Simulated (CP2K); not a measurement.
Crystal: HfO2.

```
CELL_PARAMETERS angstrom
5.21946 0.00000 0.00000
0.00000 5.00476 0.00000
0.00000 0.00000 5.03269
ATOMIC_POSITIONS crystal
Hf 0.96699 0.73252 0.74144
Hf 0.53301 0.73252 0.24144
Hf 0.46699 0.26748 0.74144
Hf 0.03301 0.26748 0.24144
O 0.63213 0.92865 0.87927
O 0.86787 0.92865 0.37927
O 0.23395 0.53988 0.49229
O 0.26605 0.53988 0.99229
O 0.76605 0.46012 0.99229
O 0.73395 0.46012 0.49229
O 0.13213 0.07135 0.87927
O 0.36787 0.07135 0.37927
```

Measurements of this composition are mostly on another form, of space group No. 14.

Base run:

* Program: CP2K 2026.2
* Functional: PBEsol
* Potentials or basis: GTH_POTENTIALS Hf GTH-PBE-q12, O GTH-PBE-q6; DZVP-MOLOPT-SR-GTH basis
* Density cutoff: 8163 eV
* k mesh: 4 × 4 × 4
* Occupations: fermi-dirac, width 0.05 eV
* Spin: no spin polarisation
* Hubbard terms: Hf d U = 4.0 eV

Its results: band gap on the k mesh 5.28 eV, indirect (least direct gap 5.62 eV); largest force 0.199 eV/Å.

Q: After a change of settings the same cell gave: band gap on the k mesh 4.82 eV, indirect (least direct gap 5.12 eV); largest force 0.157 eV/Å. Which change was it?
A. hubbard terms from Hf d U = 4.0 eV to Hf d U = 6.0 eV
B. hubbard terms from Hf d U = 4.0 eV to Hf d U = 2.0 eV
C. hubbard terms from Hf d U = 4.0 eV to none

A: B.

Caveats: this program's U acts on Mulliken populations of all basis functions of the shell, so it isn't the U of plane-wave codes; energies scatter by some meV and the pressure isn't listed; the potentials were made for another functional, which shifts forces and pressure; spin-orbit coupling is left out, which moves the levels of the heavy elements; the basis of atomic orbitals isn't converged, which shifts pressures, moduli and gaps.
